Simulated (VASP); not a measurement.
# Zr (P6/mmm) in VASP: notebook

One crystal, Zr, is run at these levels: LDA; tasks: relaxation of shape and atoms at fixed volume.

All numbers are computed with VASP 6.6.1; they aren't measurements. Logs are shortened: lines on timing, memory, paths and dates and some standing lists are left out, and cuts for length are marked.

## Step 1: The undisturbed crystal

Symmetry: P6/mmm, No. 191, hexagonal system. The conventional cell has a = 5.033 Å, b = 5.033 Å, c = 3.132 Å, α = 90.00°, β = 90.00°, γ = 120.00°. Zr (site symmetry -6m2) has 11 Zr at 2.91 to 3.30 Å as nearest neighbours. Around Zr (site symmetry 6/mmm) lie 14 Zr at 3.13 to 3.30 Å.

The cell was built by a generator and needn't be a form met in nature.

## Step 2: Relaxation of shape and atoms at fixed volume, LDA (a relaxed cell with its volume scaled by 0.94)

INCAR reads:

```
PREC = Accurate
ENCUT = 600
EDIFF = 1E-7
ISMEAR = 1
SIGMA = 0.1
LREAL = False
LASPH = True
NELM = 80
ALGO = Fast
ISIF = 4
LWAVE = False
LCHARG = False
IBRION = 2
NSW = 40
EDIFFG = -0.01
```

KPOINTS reads:

```
regular mesh
0
Gamma
  9 9 12
```

POSCAR reads:

```
Zr                                      
1.0
    4.8195435982      0.0000000000     -0.0000000000
   -2.4097717991      4.1738471887      0.0000000000
    0.0000000000      0.0000000000      3.0255807207
  Zr            
     3
Direct
     0.6666666699999979    0.3333333300000021    0.5000000000000000
     0.3333333300000021    0.6666666699999979    0.5000000000000000
     0.0000000000000000    0.0000000000000000    1.0000000000000000
```

Potentials or basis: VASP PAW LDA potentials, release 64 (Zr_sv).

Started as:

```bash
cat potpaw_LDA.64/Zr_sv/POTCAR > POTCAR
mpirun -np 1 vasp_std > vasp.out
```

OUTCAR:

```text
PREC = Accurate
   ENCUT = 600
   EDIFF = 1E-7
   ISMEAR = 1
   LREAL = False
   LASPH = True
   NELM = 80
   ISIF = 4
   IBRION = 2
   NSW = 40
   EDIFFG = -0.01

 ion  position               nearest neighbor table
   1  0.667  0.333  0.500-   2 2.78   2 2.78   2 2.78   3 3.17   3 3.17   3 3.17   3 3.17   3 3.17
                             3 3.17
   2  0.333  0.667  0.500-   1 2.78   1 2.78   1 2.78   3 3.17   3 3.17   3 3.17   3 3.17   3 3.17
                             3 3.17
   3  0.000  0.000  0.000-   1 3.17   2 3.17   1 3.17   2 3.17   2 3.17   2 3.17   1 3.17   1 3.17
                             1 3.17   1 3.17   2 3.17   2 3.17

  LATTYP: Found a hexagonal cell.
 ALAT       =     4.8195435982
 C/A-ratio  =     0.6277732858

  Lattice vectors:

 A1 = (   4.8195435982,   0.0000000000,   0.0000000000)
 A2 = (  -2.4097717991,   4.1738471887,   0.0000000000)
 A3 = (   0.0000000000,   0.0000000000,   3.0255807207)

Analysis of symmetry for initial positions (statically):
=====================================================================
 Subroutine PRICEL returns:
 Original cell was already a primitive cell.

 Routine SETGRP: Setting up the symmetry group for a
 hexagonal supercell.

 Subroutine GETGRP returns: Found 24 space group operations
 (whereof 24 operations were pure point group operations)
 out of a pool of 24 trial point group operations.

The static configuration has the point symmetry D_6h.

Analysis of symmetry for dynamics (positions and initial velocities):
=====================================================================
 Subroutine PRICEL returns:
 Original cell was already a primitive cell.

 Routine SETGRP: Setting up the symmetry group for a
 hexagonal supercell.

 Subroutine GETGRP returns: Found 24 space group operations
 (whereof 24 operations were pure point group operations)
 out of a pool of 24 trial point group operations.

The dynamic configuration has the point symmetry D_6h.

 Subroutine INISYM returns: Found 24 space group operations
 (whereof 24 operations are pure point group operations),
 and found     1 'primitive' translations

----------------------------------------------------------------------------------------

                                     Primitive cell

  volume of cell :      60.8627

  direct lattice vectors                    reciprocal lattice vectors
     4.819543598  0.000000000  0.000000000     0.207488527  0.119793557  0.000000000
    -2.409771799  4.173847189  0.000000000     0.000000000  0.239587113  0.000000000
     0.000000000  0.000000000  3.025580721     0.000000000  0.000000000  0.330515062

  length of vectors
     4.819543598  4.819543596  3.025580721     0.239587113  0.239587113  0.330515062

  position of ions in fractional coordinates (direct lattice)
     0.666666670  0.333333330  0.500000000
     0.333333330  0.666666670  0.500000000
     0.000000000  0.000000000  0.000000000

  ion indices of the primitive-cell ions
   primitive index   ion index
                 1           1
                 2           2
                 3           3

----------------------------------------------------------------------------------------

 KPOINTS: regular mesh

Automatic generation of k-mesh.
 Grid dimensions read from file:
 generate k-points for:    9    9   12

 Generating k-lattice:

  Cartesian coordinates                     Fractional coordinates (reciprocal lattice)
     0.023054281  0.013310395  0.000000000     0.111111111  0.000000000  0.000000000
[... 56 lines left out ...]
   LASPH  =      T    aspherical Exc in radial PAW
   ENCUT  =  600.0 eV  44.10 Ry    6.64 a.u.   9.63  9.63  6.04*2*pi/ulx,y,z
   NELM   =     80;   NELMIN=  2; NELMDL= -5     # of ELM steps
   EDIFF  = 0.1E-06   stopping-criterion for ELM
   LREAL  =      F    real-space projection
   EDIFFG = -.1E-01   stopping-criterion for IOM
   NSW    =     40    number of steps for IOM
   IBRION =      2    ionic relax: 0-MD 1-quasi-New 2-CG
   NFREE  =      1    steps in history (QN), initial steepest desc. (CG)
   ISIF   =      4    stress and relaxation
   ISYM   =      2    0-nonsym 1-usesym 2-fastsym
   POTIM  = 0.5000    time-step for ionic-motion
   TEBEG  =    0.0;   TEEND  =   0.0 temperature during run
   PSTRESS=    0.0 pullay stress
   NELECT =      36.0000    total number of electrons
   NUPDOWN=      -1.0000    fix difference up-down
   EMIN   =  10.00;   EMAX   =-10.00  energy-range for DOS
   EFERMI =   0.00;   METHOD = LEGACY
   ISMEAR =     1;   SIGMA  =   0.10  broadening in eV -4-tet -1-fermi 0-gaus
   EFERMI_NEDOS =   21; number of points for ismear=-14 and -15
   IALGO  =     68    algorithm
   IMIX   =      4    mixing-type and parameters
     AMIX     =   0.40;   BMIX     =  1.00
     AMIX_MAG =   1.60;   BMIX_MAG =  1.00
  volume/ion in A,a.u.               =      20.29       136.91
  Fermi-wavevector in a.u.,A,eV,Ry     =   1.374227  2.596913 25.694615  1.888501
  Thomas-Fermi vector in A             =   2.499673
   LORBIT       =      0    0 simple, 1 ext, 2 COOP (PROOUT), +10 PAW based schemes
   GGA     = CA    functional components
   LHFCALC =     F    Hartree Fock is set to
   AEXX    =    0.0000 exact exchange contribution
   IVDW    =     0    specifies the selected vdW correction
   LEPSILON=     F    determine dielectric tensor
   LRPA    =     F    only Hartree local field effects (RPA)
 conjugate gradient relaxation of ions
 non-spin polarized calculation
 RMM-DIIS sequential band-by-band and
 Methfessel and Paxton  Order N= 1 SIGMA  =   0.10
  energy-cutoff  :      600.00
  volume of cell :       60.86
 maximum number of plane-waves:      2077
 NGX is ok and might be reduce to    40
   NGX = 19   NGY = 19   NGZ = 13

--------------------------------------- Ionic step        1  -------------------------------------------

 number of electron      36.0000000 magnetization

 Free energy of the ion-electron system (eV)
  ---------------------------------------------------
  ext. energy  EPLUGINS =         0.00000000
  ---------------------------------------------------
  free energy    TOTEN  =       -27.83339809 eV

  energy without entropy =      -27.83423156  energy(sigma->0) =      -27.83367591

------------------------ aborting loop because EDIFF is reached ----------------------------------------

  FORCE on cell =-STRESS in cart. coord.  units (eV):
  Direction    XX          YY          ZZ          XY          YZ          ZX
  --------------------------------------------------------------------------------------
  -------------------------------------------------------------------------------------
  Total        2.8683875      2.8683875      2.7987274      0.0000000      0.0000000      0.0000000
  in kB       75.5087355     75.5087354     73.6749722      0.0000000      0.0000000      0.0000000
  external PRESSURE =      74.8974810 kB  Pullay stress =       0.0000000 kB

 VOLUME and BASIS-vectors are now :
 -----------------------------------------------------------------------------
  energy-cutoff  :      600.00
  volume of cell :       60.86
      direct lattice vectors                 reciprocal lattice vectors
     4.819543598  0.000000000  0.000000000     0.207488527  0.119793557  0.000000000
    -2.409771799  4.173847189  0.000000000     0.000000000  0.239587113  0.000000000
     0.000000000  0.000000000  3.025580721     0.000000000  0.000000000  0.330515062

 POSITION                                       TOTAL-FORCE (eV/Angst)
 -----------------------------------------------------------------------------------
      2.40977      1.39128      1.51279        -0.000000      0.000000      0.000000
     -0.00000      2.78256      1.51279         0.000000     -0.000000      0.000000
      0.00000      0.00000      0.00000         0.000000      0.000000      0.000000
 -----------------------------------------------------------------------------------
    total drift:                                0.000000     -0.000000      0.000000

  FREE ENERGIE OF THE ION-ELECTRON SYSTEM (eV)
  ---------------------------------------------------
  free  energy   TOTEN  =       -27.8333980909 eV

  energy  without entropy=      -27.8342315562  energy(sigma->0) =      -27.83367591

--------------------------------------- Ionic step        2  -------------------------------------------

 number of electron      36.0000000 magnetization

 Free energy of the ion-electron system (eV)
  ---------------------------------------------------
  ext. energy  EPLUGINS =         0.00000000
  ---------------------------------------------------
  free energy    TOTEN  =       -27.83342129 eV

  energy without entropy =      -27.83419052  energy(sigma->0) =      -27.83367770

 E-fermi :  10.2534     XC(G=0): -11.9330

 val. band max:       10.2494519899   @ k =   0.4444   0.1111   0.2500
 cond. band min:      10.2536984666   @ k =   0.4444   0.0000   0.0000
 fundamental gap:      0.0042464767
 Fermi energy:        10.2534235097

 k-point     1 :       0.0000    0.0000    0.0000
  band No.  band energies     occupation
      1     -38.0635      2.00000
      2     -37.7894      2.00000
      3     -37.5096      2.00000
      4     -16.5786      2.00000
      5     -16.5786      2.00000
      6     -16.4416      2.00000
[... 589 lines left out ...]
     21      11.0360     -0.00000
     22      11.9810     -0.00000

 [... further k-points ...]
[... 5 lines left out ...]
  --------------------------------------------------------------------------------------
  -------------------------------------------------------------------------------------
  Total        2.8402688      2.8402688      2.8485812      0.0000000      0.0000000      0.0000000
  in kB       74.7685263     74.7685262     74.9873450      0.0000000      0.0000000      0.0000000
  external PRESSURE =      74.8414658 kB  Pullay stress =       0.0000000 kB

 VOLUME and BASIS-vectors are now :
 -----------------------------------------------------------------------------
  energy-cutoff  :      600.00
  volume of cell :       60.86
      direct lattice vectors                 reciprocal lattice vectors
     4.821343881  0.000000000  0.000000000     0.207411051  0.119748826 -0.000000000
    -2.410671941  4.175406279  0.000000000     0.000000000  0.239497652  0.000000000
     0.000000000  0.000000000  3.023321648    -0.000000000 -0.000000000  0.330762028

 POSITION                                       TOTAL-FORCE (eV/Angst)
 -----------------------------------------------------------------------------------
      2.41067      1.39180      1.51166         0.000000     -0.000000     -0.000000
     -0.00000      2.78360      1.51166        -0.000000      0.000000      0.000000
      0.00000      0.00000      0.00000        -0.000000     -0.000000      0.000000
 -----------------------------------------------------------------------------------
    total drift:                                0.000000     -0.000000      0.000000

  FREE ENERGIE OF THE ION-ELECTRON SYSTEM (eV)
  ---------------------------------------------------
  free  energy   TOTEN  =       -27.8334212856 eV

  energy  without entropy=      -27.8341905245  energy(sigma->0) =      -27.83367770

 reached required accuracy - stopping structural energy minimisation
```

It took 2.9 min on 1 thread of AMD EPYC 9R45 (Zen 5), shared host; peak memory 0.21 GiB.

Results:

```yaml
Free_energy: -27.8334 eV
Energy_gained_by_relaxing: 0.0 meV/atom
Ionic_steps: 2
Pressure_after_relaxing: 7.5 GPa
Band_gap_on_the_k_mesh: none (metal or under the smearing width)
```

Final structure:
```
Zr
1.0
     4.82134    0.00000    0.00000
    -2.41067    4.17541    0.00000
     0.00000    0.00000    3.02332
Zr
3
Direct
  0.66667 0.33333 0.50000
  0.33333 0.66667 0.50000
  0.00000 0.00000 0.00000
```

## Step 3: Relaxation of shape and atoms at fixed volume, LDA (a relaxed cell with its volume scaled by 0.96)

INCAR is that of step 2.

KPOINTS is that of step 2.

POSCAR reads:

```
Zr                                      
1.0
    4.8534851644      0.0000000000     -0.0000000000
   -2.4267425822      4.2032414472      0.0000000000
    0.0000000000      0.0000000000      3.0468883292
  Zr            
     3
Direct
     0.6666666699999979    0.3333333300000021    0.5000000000000000
     0.3333333300000021    0.6666666699999979    0.5000000000000000
     0.0000000000000000    0.0000000000000000    1.0000000000000000
```

Potentials or basis: VASP PAW LDA potentials, release 64 (Zr_sv).

Started as:

```bash
cat potpaw_LDA.64/Zr_sv/POTCAR > POTCAR
mpirun -np 1 vasp_std > vasp.out
```

Wall time 2.1 min (1 thread of AMD EPYC 9R45 (Zen 5), shared host); peak memory 0.21 GiB.

It converged, with:

* Free energy: -27.8833 eV
* Pressure after relaxing: 4.8 GPa
* Band gap on the k mesh: none (metal or under the smearing width)

Stress tensor (GPa, compression positive):
```
4.79 0.00 0.00
0.00 4.79 0.00
0.00 0.00 4.70
```

Final structure:
```
Zr
1.0
     4.85349    0.00000    0.00000
    -2.42674    4.20324    0.00000
     0.00000    0.00000    3.04689
Zr
3
Cartesian
  2.4267 1.4011 1.5234
  0.0000 2.8022 1.5234
  0.0000 0.0000 0.0000
```

Levels at points of the mesh, in eV from the Fermi level:
| k point | band 16 | band 17 | band 18 | band 19 | band 20 | band 21 |
| --- | --- | --- | --- | --- | --- | --- |
| (0.00, 0.00, 0.00) | -0.42 | -0.35 | -0.35 | -0.16 | 0.89 | 1.74 |
| (0.00, 0.00, 0.50) | -2.14 | -2.03 | -1.20 | 1.30 | 1.30 | 1.88 |

Caveat: the relaxation stopped at its first step, so nothing moved.
